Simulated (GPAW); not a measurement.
Write an ASE script for GPAW 26.7.0 that does the following.

* Task: single point
* Functional: PBE
* Potentials or basis: GPAW PAW data sets (gpaw-data 1.2.1)
* Cutoff: 800 eV
* Basis: pw
* k mesh: 8 × 8 × 6
* Occupations: fermi-dirac, width 0.05 eV
* Spin: no spin polarisation
* Maxiter: 150

The system is CuO.

```
CELL_PARAMETERS angstrom
3.42205 0.00000 0.00000
0.00000 3.42205 0.00000
0.00000 0.00000 4.26046
ATOMIC_POSITIONS crystal
Cu 0.00000 0.50000 0.00000
Cu 0.50000 0.00000 0.50000
O 0.00000 0.00000 0.25000
O 0.00000 0.00000 0.75000
```

Measurements of this composition are mostly on another form, of space group No. 15.

One way to write it, as run:

run.py

```python
from ase import Atoms
from ase.dft.bandgap import bandgap
from ase.io import write
from ase.units import Bohr, GPa
from gpaw import GPAW, PW
from gpaw.elf import elf_from_dft_calculation

atoms = Atoms(['Cu', 'Cu', 'O', 'O'],
              cell=[[3.42205097, 0.0, 0.0],
                    [0.0, 3.42205097, 0.0],
                    [0.0, 0.0, 4.26046148]],
              scaled_positions=[[0.0, 0.5, 0.0],
                                [0.5, 0.0, 0.5],
                                [0.0, 0.0, 0.25],
                                [0.0, 0.0, 0.75]],
              pbc=True)

calc = GPAW(mode=PW(800),
            xc='PBE',
            kpts={'size': (8, 8, 6), 'gamma': True},
            occupations={'name': 'fermi-dirac', 'width': 0.05},
            nbands=33,
            convergence={'density': 1e-05, 'energy': 1e-05},
            maxiter=150,
            txt='gpaw.txt')
atoms.calc = calc
energy = atoms.get_potential_energy()
forces = atoms.get_forces()
stress = atoms.get_stress()
calc.write('gs.gpw')
write('result.traj', atoms)
print(f'Energy: {energy:.6f} eV')
print('Forces (eV/A):')
print(forces.round(4))
print('Stress (GPa):', (stress / GPa).round(3))
print('Fermi level:', round(calc.get_fermi_level(), 4), 'eV')
print(f'Gap: {bandgap(calc)[0]:.4f} eV, direct: {bandgap(calc, direct=True)[0]:.4f} eV')

# fields on the real-space grid
write('density.cube', atoms, data=calc.get_pseudo_density() * Bohr**3)
write('potential.cube', atoms, data=calc.get_electrostatic_potential())
write('elf.cube', atoms, data=elf_from_dft_calculation(calc).data)
```

Potentials or basis: GPAW PAW data sets (gpaw-data 1.2.1), pw.

Launch:

```sh
$ OMP_NUM_THREADS=1 python run.py
```

It gave:

```json
{"Pressure": "-1.6 GPa", "Band gap on the k mesh": "none (metal or under the smearing width)"}
```

Caveat: with this Cu data set, volumes or pressures lay over 1.5 % or 2 GPa off other programs in two to four cells of ten; the run has no spin polarisation, though such a crystal can be magnetic; semilocal functionals often make such compounds metallic where correlation or magnetic order opens a gap, which also shifts bond lengths.

It took 3.1 min on 1 thread of Arm Neoverse V1, with other jobs on the host, peak memory 0.34 GiB.
